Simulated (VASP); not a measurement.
**CdSe in VASP: one cell, several levels of theory**

What does VASP give for CdSe (zincblende), the cell held fixed? Runs: PBE, r2SCAN.

The runs shown are made with VASP 6.6.1. PAW datasets, plane waves. (Simulation; spin polarisation is off.)

## Step 1: The system as given

The cell comes from an earlier relaxation with r2SCAN in another program.

Space group F-43m (No. 216), cubic; conventional cell a = 6.136 Å, 28.87 Å³ an atom. Around Cd lie 4 Se at 2.66 Å; around Se lie 4 Cd at 2.66 Å.

Coordinates:

```xyz
2
Lattice="0.0000 3.0678 3.0678 3.0678 0.0000 3.0678 3.0678 3.0678 0.0000" Properties=species:S:1:pos:R:3 pbc="T T T"
Cd    0.0000    0.0000    0.0000
Se    1.5339    1.5339    1.5339
```

## Step 2: Single point with PBE

The input, INCAR:

```
ENCUT = 520.000000
SIGMA = 0.020000
EDIFF = 1.00e-07
GGA = PE
PREC = Accurate
IBRION = -1
ISIF = 2
ISMEAR = -1
NBANDS = 16
NELM = 120
NSW = 0
LASPH = .TRUE.
LCHARG = .FALSE.
LWAVE = .FALSE.
LREAL = .FALSE.
```

The input, KPOINTS:

```
KPOINTS created by Atomic Simulation Environment
0
Gamma
8 8 8
0 0 0
```

The input, KPOINTS_OPT:

```
special points
6
Reciprocal
0.0000000000 0.0000000000 0.0000000000 1
-0.5000000000 -0.5000000000 0.0000000000 1
-0.3750000000 -0.3750000000 0.2500000000 1
-0.3750000000 0.0000000000 0.3750000000 1
0.0000000000 0.0000000000 0.5000000000 1
-0.5000000000 -0.2500000000 0.2500000000 1
```

The input, POSCAR:

```
Cd Se
 1.0000000000000000
     0.0000000000000000    3.0677809653998871    3.0677809653998871
     3.0677809653998871    0.0000000000000000    3.0677809653998871
     3.0677809653998871    3.0677809653998871    0.0000000000000000
 Cd  Se
   1   1
Cartesian
  0.0000000000000000  0.0000000000000000 -0.0000000000000000
  1.5338904826999433  1.5338904826999433  1.5338904826999433
```

Potentials: the recommended PBE PAW datasets, 18 valence electrons in the neutral cell.

Launch:

```console
> mpirun -np 1 vasp_std
```

Printed to the terminal (iteration lines stand in OSZICAR):

```text
POSCAR found type information on POSCAR CdSe
 POSCAR found :  2 types and       2 ions
 LDA part: xc-table for (Slater+PW92), standard interpolation
 POSCAR, INCAR and KPOINTS ok, starting setup
 FFT: planning ... GRIDC
 FFT: planning ... GRID_SOFT
 FFT: planning ... GRID
 WAVECAR not read
 entering main loop
 Start KPOINTS_OPT (optional k-point list driver)
k-point batch [1-6\6]
```

OSZICAR:

```text
N       E                     dE             d eps       ncg     rms          rms(c)
DAV:   1     0.106330176694E+03    0.10633E+03   -0.87710E+03   952   0.100E+03
DAV:   2    -0.186220475231E+01   -0.10819E+03   -0.10241E+03  1176   0.248E+02
DAV:   3    -0.585078523646E+01   -0.39886E+01   -0.39830E+01  1072   0.493E+01
DAV:   4    -0.586783164622E+01   -0.17046E-01   -0.17046E-01  1208   0.325E+00
DAV:   5    -0.586794000701E+01   -0.10836E-03   -0.10836E-03  1080   0.224E-01    0.589E+00
DAV:   6    -0.550919552666E+01    0.35874E+00   -0.54746E-01  1368   0.868E+00    0.470E+00
DAV:   7    -0.548779791773E+01    0.21398E-01   -0.14104E-01  1080   0.249E+00    0.204E+00
DAV:   8    -0.548871907927E+01   -0.92116E-03   -0.13049E-02  1112   0.137E+00    0.246E-01
DAV:   9    -0.548891133764E+01   -0.19226E-03   -0.13834E-03  1096   0.473E-01    0.464E-02
DAV:  10    -0.548898011223E+01   -0.68775E-04   -0.15431E-04  1192   0.153E-01    0.434E-02
DAV:  11    -0.548902984205E+01   -0.49730E-04   -0.81735E-05  1128   0.569E-02    0.166E-02
DAV:  12    -0.548902959488E+01    0.24717E-06   -0.19350E-06  1072   0.166E-02    0.611E-03
DAV:  13    -0.548903021256E+01   -0.61768E-06   -0.17386E-06  1152   0.675E-03    0.292E-03
DAV:  14    -0.548903019090E+01    0.21661E-07   -0.57993E-08   888   0.190E-03
   1 F= -.54890302E+01 E0= -.54890302E+01  d E =-.384555E-08
       N       E                     dE             ncg
DAV:   1     0.111745272158E+04   -0.28822E+04      200
DAV:   2     0.490644365229E+03   -0.62681E+03      232
DAV:   3     0.468572713752E+03   -0.22072E+02      256
DAV:   4     0.468483907096E+03   -0.88807E-01      224
DAV:   5     0.468483249761E+03   -0.65733E-03      256
DAV:   6     0.468483240984E+03   -0.87770E-05      240
DAV:   7     0.468483240831E+03   -0.15350E-06      256
DAV:   8     0.468483240828E+03   -0.28891E-08      176
```

The lines after F= are the extra pass for the points of KPOINTS_OPT, at fixed density; their E is not a total energy.

From OUTCAR:

```text
k-points           NKPTS =     29   k-points in BZ     NKDIM =     29   number of bands    NBANDS=     16

   NELECT =      18.0000    total number of electrons

   dimension x,y,z NGX =    32 NGY =   32 NGZ =   32
   dimension x,y,z NGXF=    64 NGYF=   64 NGZF=   64

  energy-cutoff  :      520.00
  volume of cell :       57.74
      direct lattice vectors                 reciprocal lattice vectors
     0.000000000  3.067780965  3.067780965    -0.162984257  0.162984257  0.162984257
     3.067780965  0.000000000  3.067780965     0.162984257 -0.162984257  0.162984257
     3.067780965  3.067780965  0.000000000     0.162984257  0.162984257 -0.162984257

 k-points in reciprocal lattice and weights: KPOINTS created by Atomic Simulation Env
   0.00000000  0.00000000  0.00000000       0.002
   0.12500000  0.00000000  0.00000000       0.016
   0.25000000  0.00000000  0.00000000       0.016
   0.37500000  0.00000000  0.00000000       0.016
   0.50000000  0.00000000  0.00000000       0.008
   0.12500000  0.12500000  0.00000000       0.012
   0.25000000  0.12500000  0.00000000       0.047
   0.37500000  0.12500000  0.00000000       0.047
[... 21 more k-points ...]

 E-fermi :   1.0263

 k-point     1 :       0.0000    0.0000    0.0000
  band No.  band energies     occupation
      1     -11.7124      2.00000
      2      -7.1119      2.00000
      3      -7.1119      2.00000
      4      -7.1119      2.00000
      5      -6.7649      2.00000
      6      -6.7649      2.00000
      7       0.7377      2.00000
      8       0.7377      2.00000
      9       0.7377      2.00000
     10       1.2925      0.00000
     11       6.6714      0.00000
     12       6.6714      0.00000
     13       6.6714      0.00000
     14      10.4186      0.00000
     15      11.7776      0.00000
     16      11.7776      0.00000

 k-point     2 :       0.1250    0.0000    0.0000
  band No.  band energies     occupation
      1     -11.6620      2.00000
      2      -7.0959      2.00000
      3      -7.0959      2.00000
      4      -7.0653      2.00000
      5      -6.7657      2.00000
      6      -6.7657      2.00000
      7      -0.4542      2.00000
      8       0.6186      2.00000
      9       0.6186      2.00000
     10       2.2902      0.00000
     11       6.4557      0.00000
     12       6.8675      0.00000
     13       6.8675      0.00000
     14      11.0296      0.00000
     15      11.0296      0.00000
     16      11.1417      0.00000

 k-point     3 :       0.2500    0.0000    0.0000
  band No.  band energies     occupation
      1     -11.5388      2.00000
      2      -7.0610      2.00000
      3      -7.0610      2.00000
      4      -6.9094      2.00000
      5      -6.7628      2.00000
      6      -6.7628      2.00000
      7      -1.8630      2.00000
      8       0.3554      2.00000
      9       0.3554      2.00000
     10       2.9885      0.00000
     11       6.6647      0.00000
     12       7.1758      0.00000
     13       7.1758      0.00000
     14      10.7865      0.00000
     15      10.7865      0.00000
     16      10.8310      0.00000

 k-point     4 :       0.3750    0.0000    0.0000
  band No.  band energies     occupation
      1     -11.4143      2.00000
      2      -7.0332      2.00000
      3      -7.0332      2.00000
      4      -6.7511      2.00000
      5      -6.7510      2.00000
      6      -6.6523      2.00000
      7      -3.0133      2.00000
      8       0.1177      2.00000
      9       0.1177      2.00000
     10       3.1142      0.00000
     11       7.2172      0.00000
     12       7.2172      0.00000
     13       7.5720      0.00000
     14      10.5222      0.00000
     15      11.6427      0.00000
     16      11.6427      0.00000

 k-point     5 :       0.5000    0.0000    0.0000
  band No.  band energies     occupation
      1     -11.3625      2.00000
      2      -7.0243      2.00000
      3      -7.0243      2.00000
      4      -6.7430      2.00000
      5      -6.7430      2.00000
      6      -6.4892      2.00000
      7      -3.5003      2.00000
      8       0.0250      2.00000
      9       0.0250      2.00000
     10       3.0980      0.00000
     11       7.1741      0.00000
     12       7.1741      0.00000
     13       8.0848      0.00000
     14      10.7128      0.00000
     15      12.7974      0.00000
     16      12.7974      0.00000

[... the tables of k-points 6 to 29 left out ...]

  Total        0.6096898      0.6096898      0.6096898      0.0000000     -0.0000000     -0.0000000
  in kB       16.9167328     16.9167328     16.9167328      0.0000000     -0.0000000     -0.0000000
  external PRESSURE =      16.9167328 kB  Pullay stress =       0.0000000 kB

 POSITION                                       TOTAL-FORCE (eV/Angst)
 -----------------------------------------------------------------------------------
      0.00000      0.00000      0.00000        -0.000000     -0.000000     -0.000000
      1.53389      1.53389      1.53389         0.000000      0.000000      0.000000
 -----------------------------------------------------------------------------------
    total drift:                               -0.000000     -0.000000     -0.000000

  FREE ENERGIE OF THE ION-ELECTRON SYSTEM (eV)
  ---------------------------------------------------
  free  energy   TOTEN  =        -5.4890301909 eV

  energy  without entropy=       -5.4890301871  energy(sigma->0) =       -5.48903019
```

Run time: 22 s. Hardware: 1 MPI rank of Intel Xeon Platinum 8488C, shared host; peak memory 0.19 GiB.

The levels at the points of KPOINTS_OPT are read from vasprun.xml.

Band energies at the special points (eV, zero at the top of v, the last band that the electrons fill by count):

```
point    v−1      v     c   c+1
    Γ   0.00   0.00  0.55  5.93
    X  -1.77  -1.77  3.19  3.73
    U  -2.41  -1.45  3.71  5.10
    K  -2.41  -1.45  3.71  5.10
    L  -0.71  -0.71  2.36  6.44
    W  -2.14  -2.10  4.93  5.22
```

The PBE gap is 0.55 eV, direct at Γ. The pressure is 1.69 GPa; the forces vanish within 0.01 eV/Å.

## Step 3: r2SCAN at this geometry

The input, INCAR:

```
ENCUT = 520.000000
SIGMA = 0.010000
EDIFF = 1.00e-07
ALGO = Normal
METAGGA = R2SCAN
PREC = Accurate
IBRION = -1
ISIF = 2
ISMEAR = 0
NBANDS = 16
NELM = 120
NSW = 0
LASPH = .TRUE.
LCHARG = .FALSE.
LWAVE = .FALSE.
LREAL = .FALSE.
```

KPOINTS is that of step 2.

KPOINTS_OPT is that of step 2.

POSCAR is that of step 2.

Launch:

```console
> mpirun -np 1 vasp_std
```

Standard output, without the iteration lines:

```text
POSCAR found type information on POSCAR CdSe
 POSCAR found :  2 types and       2 ions
 -----------------------------------------------------------------------------
|                                                                             |
|                                                                             |
|     You enforced a specific xc type in the INCAR file but a different       |
|     I HOPE YOU KNOW WHAT YOU ARE DOING!                                     |
|                                                                             |
 -----------------------------------------------------------------------------

 LDA part: xc-table for (None), standard interpolation
 POSCAR, INCAR and KPOINTS ok, starting setup
 FFT: planning ... GRIDC
 FFT: planning ... GRID_SOFT
 FFT: planning ... GRID
 WAVECAR not read
 entering main loop
 Start KPOINTS_OPT (optional k-point list driver)
k-point batch [1-6\6]
```

OSZICAR:

```text
N       E                     dE             d eps       ncg     rms          rms(c)
DAV:   1     0.741986099190E+02    0.74199E+02   -0.88919E+03   952   0.102E+03
DAV:   2    -0.366687327129E+02   -0.11087E+03   -0.10471E+03  1168   0.252E+02
DAV:   3    -0.407858586406E+02   -0.41171E+01   -0.41112E+01  1080   0.508E+01
DAV:   4    -0.408024511704E+02   -0.16593E-01   -0.16592E-01  1208   0.328E+00
DAV:   5    -0.408025624360E+02   -0.11127E-03   -0.11126E-03  1096   0.233E-01    0.560E+00
DAV:   6    -0.359345469748E+02    0.48680E+01   -0.30441E+00   968   0.236E+01    0.733E+00
DAV:   7    -0.359005055997E+02    0.34041E-01   -0.21747E-01  1112   0.470E+00    0.430E+00
DAV:   8    -0.359115311848E+02   -0.11026E-01   -0.73502E-02  1128   0.279E+00    0.815E-01
DAV:   9    -0.359158547580E+02   -0.43236E-02   -0.71212E-03  1160   0.667E-01    0.219E-01
DAV:  10    -0.359158786970E+02   -0.23939E-04   -0.22622E-03  1208   0.463E-01    0.121E-01
DAV:  11    -0.359158271868E+02    0.51510E-04   -0.12129E-04  1040   0.154E-01    0.599E-02
DAV:  12    -0.359158195448E+02    0.76420E-05   -0.15744E-04  1136   0.149E-01    0.215E-02
DAV:  13    -0.359158167110E+02    0.28338E-05   -0.67530E-06  1040   0.381E-02    0.495E-03
DAV:  14    -0.359158161238E+02    0.58723E-06   -0.10840E-06  1120   0.122E-02    0.133E-03
DAV:  15    -0.359158161575E+02   -0.33714E-07   -0.89934E-08   632   0.411E-03
   1 F= -.35915816E+02 E0= -.35915816E+02  d E =-.556775E-55
       N       E                     dE             ncg
DAV:   1     0.108761862478E+04   -0.29121E+04      200
DAV:   2     0.440573104806E+03   -0.64705E+03      232
DAV:   3     0.417927575290E+03   -0.22646E+02      240
DAV:   4     0.417837983642E+03   -0.89592E-01      240
DAV:   5     0.417837267612E+03   -0.71603E-03      240
DAV:   6     0.417837257305E+03   -0.10307E-04      240
DAV:   7     0.417837257131E+03   -0.17367E-06      256
DAV:   8     0.417837257128E+03   -0.33581E-08      184
```

OUTCAR, selected sections:

```text
k-points           NKPTS =     29   k-points in BZ     NKDIM =     29   number of bands    NBANDS=     16

   NELECT =      18.0000    total number of electrons

   dimension x,y,z NGX =    32 NGY =   32 NGZ =   32
   dimension x,y,z NGXF=    64 NGYF=   64 NGZF=   64

  energy-cutoff  :      520.00
  volume of cell :       57.74
      direct lattice vectors                 reciprocal lattice vectors
     0.000000000  3.067780965  3.067780965    -0.162984257  0.162984257  0.162984257
     3.067780965  0.000000000  3.067780965     0.162984257 -0.162984257  0.162984257
     3.067780965  3.067780965  0.000000000     0.162984257  0.162984257 -0.162984257

 k-points in reciprocal lattice and weights: KPOINTS created by Atomic Simulation Env
   0.00000000  0.00000000  0.00000000       0.002
   0.12500000  0.00000000  0.00000000       0.016
   0.25000000  0.00000000  0.00000000       0.016
   0.37500000  0.00000000  0.00000000       0.016
   0.50000000  0.00000000  0.00000000       0.008
   0.12500000  0.12500000  0.00000000       0.012
   0.25000000  0.12500000  0.00000000       0.047
   0.37500000  0.12500000  0.00000000       0.047
[... 21 more k-points ...]

 E-fermi :   0.5463

 k-point     1 :       0.0000    0.0000    0.0000
  band No.  band energies     occupation
      1     -12.4332      2.00000
      2      -7.6444      2.00000
      3      -7.6444      2.00000
      4      -7.6444      2.00000
      5      -7.2717      2.00000
      6      -7.2717      2.00000
      7       0.4382      2.00000
      8       0.4382      2.00000
      9       0.4382      2.00000
     10       1.4655      0.00000
     11       6.9106      0.00000
     12       6.9106      0.00000
     13       6.9106      0.00000
     14      10.6431      0.00000
     15      12.0298      0.00000
     16      12.0298      0.00000

 k-point     2 :       0.1250    0.0000    0.0000
  band No.  band energies     occupation
      1     -12.3816      2.00000
      2      -7.6276      2.00000
      3      -7.6275      2.00000
      4      -7.5940      2.00000
      5      -7.2724      2.00000
      6      -7.2724      2.00000
      7      -0.6694      2.00000
      8       0.3187      2.00000
      9       0.3187      2.00000
     10       2.3854      0.00000
     11       6.6523      0.00000
     12       7.1113      0.00000
     13       7.1113      0.00000
     14      11.2405      0.00000
     15      11.2405      0.00000
     16      11.3900      0.00000

 k-point     3 :       0.2500    0.0000    0.0000
  band No.  band energies     occupation
      1     -12.2558      2.00000
      2      -7.5905      2.00000
      3      -7.5905      2.00000
      4      -7.4275      2.00000
      5      -7.2694      2.00000
      6      -7.2694      2.00000
      7      -2.1289      2.00000
      8       0.0529      2.00000
      9       0.0529      2.00000
     10       3.1374      0.00000
     11       6.8121      0.00000
     12       7.4109      0.00000
     13       7.4109      0.00000
     14      10.9730      0.00000
     15      11.0005      0.00000
     16      11.0005      0.00000

 k-point     4 :       0.3750    0.0000    0.0000
  band No.  band energies     occupation
      1     -12.1287      2.00000
      2      -7.5604      2.00000
      3      -7.5604      2.00000
      4      -7.2576      2.00000
      5      -7.2576      2.00000
      6      -7.1568      2.00000
      7      -3.3265      2.00000
      8      -0.1885      2.00000
      9      -0.1885      2.00000
     10       3.2804      0.00000
     11       7.4172      0.00000
     12       7.4172      0.00000
     13       7.6970      0.00000
     14      10.6842      0.00000
     15      11.9306      0.00000
     16      11.9306      0.00000

 k-point     5 :       0.5000    0.0000    0.0000
  band No.  band energies     occupation
      1     -12.0758      2.00000
      2      -7.5505      2.00000
      3      -7.5505      2.00000
      4      -7.2496      2.00000
      5      -7.2496      2.00000
      6      -6.9868      2.00000
      7      -3.8326      2.00000
      8      -0.2830      2.00000
      9      -0.2830      2.00000
     10       3.2643      0.00000
     11       7.3579      0.00000
     12       7.3579      0.00000
     13       8.1796      0.00000
     14      10.9342      0.00000
     15      13.1598      0.00000
     16      13.1598      0.00000

[... the tables of k-points 6 to 29 left out ...]

  Total        0.0677728      0.0677728      0.0677728     -0.0000000     -0.0000000      0.0000000
  in kB        1.8804550      1.8804550      1.8804550     -0.0000000     -0.0000000      0.0000000
  external PRESSURE =       1.8804550 kB  Pullay stress =       0.0000000 kB

 POSITION                                       TOTAL-FORCE (eV/Angst)
 -----------------------------------------------------------------------------------
      0.00000      0.00000      0.00000         0.000000      0.000000      0.000000
      1.53389      1.53389      1.53389        -0.000000     -0.000000     -0.000000
 -----------------------------------------------------------------------------------
    total drift:                               -0.000004     -0.000004     -0.000004

  FREE ENERGIE OF THE ION-ELECTRON SYSTEM (eV)
  ---------------------------------------------------
  free  energy   TOTEN  =       -35.9158161575 eV

  energy  without entropy=      -35.9158161575  energy(sigma->0) =      -35.91581616
```

Run time: 61 s. Hardware: 1 MPI rank of Intel Xeon Platinum 8488C, shared host; peak memory 0.2 GiB.

The levels at the points of KPOINTS_OPT are read from vasprun.xml.

Levels at the named points, in eV from the top of band v (v: the last filled band by count, c: the next):

```
point    v−1      v     c   c+1
    Γ   0.00   0.00  1.03  6.47
    X  -1.80  -1.80  3.50  4.13
    U  -2.45  -1.47  4.09  5.51
    K  -2.45  -1.47  4.09  5.51
    L  -0.72  -0.72  2.83  6.92
    W  -2.18  -2.13  5.42  5.51
```

r2SCAN gives a direct gap of 1.03 eV at Γ. The pressure is 0.19 GPa; the forces vanish within 0.01 eV/Å.

## Step 4: Summary

| level | gap (eV) | pressure (GPa) |
| --- | --- | --- |
| PBE | 0.55 | 1.69 |
| r2SCAN | 1.03 | 0.19 |

What this shows: The gap runs from 0.55 eV (PBE) to 1.03 eV (r2SCAN). The pressure is highest with PBE (1.7 GPa) and lowest with r2SCAN (0.2 GPa), which orders the cells that they would relax to.
